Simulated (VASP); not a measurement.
# I (Im-3m) in VASP: further runs, part 2 of 2

VASP 6.6.1.

### Step 6. Single point, PBE

The input, INCAR:

```
SYSTEM = I
PREC = Accurate
ENCUT = 340
EDIFF = 1E-6
ISMEAR = 0
SIGMA = 0.05
LREAL = .FALSE.
LASPH = .TRUE.
NELM = 100
ALGO = Normal
ISIF = 2
LWAVE = .FALSE.
LCHARG = .FALSE.
GGA = PE
NBANDS = 10
ADDGRID = .FALSE.
```

The input, KPOINTS:

```
Automatic mesh
0
G
  4 4 4
  0 0 0
```

The input, POSCAR:

```
I
1.0
   -2.0893754423      2.0893754423      2.0893754423
    2.0893754423     -2.0893754423      2.0893754423
    2.0893754423      2.0893754423     -2.0893754423
I
1
Direct
    0.0000000000      0.0000000000      0.0000000000
```

Potentials or basis: VASP PAW PBE potentials, release 64 (I).

The run is started by

```console
$ cat potpaw_PBE.64/I/POTCAR > POTCAR
$ mpirun -np 1 vasp_std > vasp.out
```

OUTCAR:

```text
SYSTEM = I
   PREC = Accurate
   ENCUT = 340
   EDIFF = 1E-6
   ISMEAR = 0
   LREAL = .FALSE.
   LASPH = .TRUE.
   NELM = 100
   ISIF = 2
   GGA = PE

 Found      8 irreducible k-points:

 Following reciprocal coordinates:
            Coordinates               Weight
  0.000000  0.000000  0.000000      1.000000
  0.250000  0.000000  0.000000     12.000000
  0.500000  0.000000  0.000000      6.000000
  0.250000  0.250000  0.000000     24.000000
  0.250000  0.250000  0.250000      2.000000
 -0.250000  0.250000  0.250000      6.000000
   k-points           NKPTS =      8   k-points in BZ     NKDIM =      8   number of bands    NBANDS=     10
   number of dos      NEDOS =    301   number of ions     NIONS =      1
   total plane-waves  NPLWV =  13824
   dimension x,y,z NGX =    24 NGY =   24 NGZ =   24
   dimension x,y,z NGXF=    48 NGYF=   48 NGZF=   48
   ions per type =               1
   NGX,Y,Z   is equivalent  to a cutoff of  11.03, 11.03, 11.03 a.u.
   NGXF,Y,Z  is equivalent  to a cutoff of  22.05, 22.05, 22.05 a.u.
 SYSTEM =  I
   PREC   = accura    normal or accurate (medium, high low for compatibility)
   ISTART =      0    job   : 0-new  1-cont  2-samecut
   ICHARG =      2    charge: 1-file 2-atom 10-const
   ISPIN  =      1    spin polarized calculation?
   LNONCOLLINEAR =      F non collinear calculations
   LSORBIT =      F    spin-orbit coupling
   LASPH  =      T    aspherical Exc in radial PAW
   ENCUT  =  340.0 eV  24.99 Ry    5.00 a.u.   5.44  5.44  5.44*2*pi/ulx,y,z
   NELM   =    100;   NELMIN=  2; NELMDL= -5     # of ELM steps
   EDIFF  = 0.1E-05   stopping-criterion for ELM
   LREAL  =      F    real-space projection
   EDIFFG = 0.1E-04   stopping-criterion for IOM
   NSW    =      0    number of steps for IOM
   IBRION =     -1    ionic relax: 0-MD 1-quasi-New 2-CG
   NFREE  =      0    steps in history (QN), initial steepest desc. (CG)
   ISIF   =      2    stress and relaxation
   ISYM   =      2    0-nonsym 1-usesym 2-fastsym
   POTIM  = 0.5000    time-step for ionic-motion
   TEBEG  =    0.0;   TEEND  =   0.0 temperature during run
   PSTRESS=    0.0 pullay stress
   NELECT =       7.0000    total number of electrons
   NUPDOWN=      -1.0000    fix difference up-down
   EMIN   =  10.00;   EMAX   =-10.00  energy-range for DOS
   EFERMI =   0.00;   METHOD = LEGACY
   ISMEAR =     0;   SIGMA  =   0.05  broadening in eV -4-tet -1-fermi 0-gaus
   EFERMI_NEDOS =   21; number of points for ismear=-14 and -15
   IALGO  =     38    algorithm
   IMIX   =      4    mixing-type and parameters
     AMIX     =   0.40;   BMIX     =  1.00
     AMIX_MAG =   1.60;   BMIX_MAG =  1.00
  volume/ion in A,a.u.               =      36.48       246.21
  Fermi-wavevector in a.u.,A,eV,Ry     =   0.944215  1.784308 12.130172  0.891543
  Thomas-Fermi vector in A             =   2.071998
   LORBIT       =      0    0 simple, 1 ext, 2 COOP (PROOUT), +10 PAW based schemes
   GGA     = PE    functional components
   LHFCALC =     F    Hartree Fock is set to
   AEXX    =    0.0000 exact exchange contribution
   IVDW    =     0    specifies the selected vdW correction
   LEPSILON=     F    determine dielectric tensor
   LRPA    =     F    only Hartree local field effects (RPA)
 non-spin polarized calculation
 Gauss-broadening in eV      SIGMA  =   0.05
  energy-cutoff  :      340.00
  volume of cell :       36.48
 maximum number of plane-waves:       532
 NGX is ok and might be reduce to    24
   NGX = 11   NGY = 11   NGZ = 11

 number of electron       6.9999996 magnetization

 Free energy of the ion-electron system (eV)
  ---------------------------------------------------
  ext. energy  EPLUGINS =         0.00000000
  ---------------------------------------------------
  free energy    TOTEN  =        -1.13956634 eV

  energy without entropy =       -1.12902684  energy(sigma->0) =       -1.13429659

 E-fermi :   4.1241     XC(G=0):  -8.9143

 val. band max:        4.1203616006   @ k =   0.2500   0.2500   0.0000
 cond. band min:       4.5872161947   @ k =   0.5000   0.0000   0.0000
 fundamental gap:      0.4668545940
 Fermi energy:         4.1240788712

 k-point     1 :       0.0000    0.0000    0.0000
  band No.  band energies     occupation
      1      -9.1794      2.00000
      2       4.8937      0.00000
      3       4.8937      0.00000
      4       4.8937      0.00000
      5      10.9439      0.00000
      6      13.8663      0.00000
      7      13.8663      0.00000
      8      13.8663      0.00000
      9      16.1131      0.00000
     10      16.1131      0.00000

 k-point     2 :       0.2500    0.0000    0.0000
  band No.  band energies     occupation
      1      -8.5870      2.00000
      2       1.9980      2.00000
      3       4.0056      1.99920
      4       4.7452      0.00000
      5      11.0844      0.00000
      6      12.1907      0.00000
      7      14.5543      0.00000
      8      15.4296      0.00000
      9      16.3689      0.00000
     10      16.5833      0.00000

 k-point     3 :       0.5000    0.0000    0.0000
  band No.  band energies     occupation
      1      -7.8075      2.00000
      2      -0.1981      2.00000
      3       3.3238      2.00000
      4       4.5872      0.00000
      5       9.8775      0.00000
      6      11.3155      0.00000
      7      16.9156      0.00000
      8      17.2840      0.00000
      9      17.6287      0.00000
     10      18.1061      0.00000

 k-point     4 :       0.2500    0.2500    0.0000
  band No.  band energies     occupation
      1      -7.8303      2.00000
      2       0.5826      2.00000
      3       2.2127      2.00000
      4       4.1204      1.08374
      5      11.2459      0.00000
      6      12.6621      0.00000
      7      14.9985      0.00000
      8      15.9485      0.00000
      9      17.8533      0.00000
     10      19.5765      0.00000

 k-point     5 :       0.2500    0.2500    0.2500
  band No.  band energies     occupation
      1      -7.6144      2.00000
      2       1.5886      2.00000
      3       1.5886      2.00000
      4       1.5886      2.00000
      5      14.6845      0.00000
      6      14.6845      0.00000
      7      14.6845      0.00000
      8      18.5974      0.00000
      9      18.5974      0.00000
     10      19.7919      0.00000

 k-point     6 :      -0.2500    0.2500    0.2500
  band No.  band energies     occupation
      1      -8.0610      2.00000
      2       1.8550      2.00000
      3       3.0378      2.00000
      4       3.0378      2.00000
      5      10.6698      0.00000
      6      13.7046      0.00000
      7      14.5876      0.00000
      8      14.5876      0.00000
      9      15.6477      0.00000
     10      17.7237      0.00000

 [... further k-points ...]

------------------------ aborting loop because EDIFF is reached ----------------------------------------

  FORCE on cell =-STRESS in cart. coord.  units (eV):
  Direction    XX          YY          ZZ          XY          YZ          ZX
  --------------------------------------------------------------------------------------
  -------------------------------------------------------------------------------------
  Total       -0.1447397     -0.1447397     -0.1447397      0.0000000      0.0000000      0.0000000
  in kB       -6.3560712     -6.3560712     -6.3560712      0.0000000      0.0000000      0.0000000
  external PRESSURE =      -6.3560712 kB  Pullay stress =       0.0000000 kB

 VOLUME and BASIS-vectors are now :
 -----------------------------------------------------------------------------
  energy-cutoff  :      340.00
  volume of cell :       36.48
      direct lattice vectors                 reciprocal lattice vectors
    -2.089375442  2.089375442  2.089375442     0.000000000  0.239305962  0.239305962
     2.089375442 -2.089375442  2.089375442     0.239305962  0.000000000  0.239305962
     2.089375442  2.089375442 -2.089375442     0.239305962  0.239305962  0.000000000

 POSITION                                       TOTAL-FORCE (eV/Angst)
 -----------------------------------------------------------------------------------
      0.00000      0.00000      0.00000         0.000000      0.000000     -0.000000
 -----------------------------------------------------------------------------------
    total drift:                                0.000000     -0.000000      0.000000

  FREE ENERGIE OF THE ION-ELECTRON SYSTEM (eV)
  ---------------------------------------------------
  free  energy   TOTEN  =        -1.1395663403 eV

  energy  without entropy=       -1.1290268379  energy(sigma->0) =       -1.13429659
```

stdout:

```text
POSCAR found type information on POSCAR I
 POSCAR found :  1 types and       1 ions
 scaLAPACK will be used
 LDA part: xc-table for (Slater+PW92), standard interpolation
 POSCAR, INCAR and KPOINTS ok, starting setup
 FFT: planning ... GRIDC
 FFT: planning ... GRID_SOFT
 FFT: planning ... GRID
 WAVECAR not read
 entering main loop
```

It took 2.4 s on 1 thread of Intel Xeon Platinum 8488C (Sapphire Rapids), shared host; peak memory 0.12 GiB.

These settings aren't checked as converged: the numbers below hold their error.

What came out:

- Free energy: -1.1396 eV
- Pressure: -0.6 GPa
- Band gap on the k mesh: none (metal or under the smearing width)

Caveat: the k mesh is coarse (spacing up to 0.53 Å⁻¹), so the values aren't converged; an odd number of electrons without spin polarisation forces a metal; a magnetic or distorted state may lie lower.
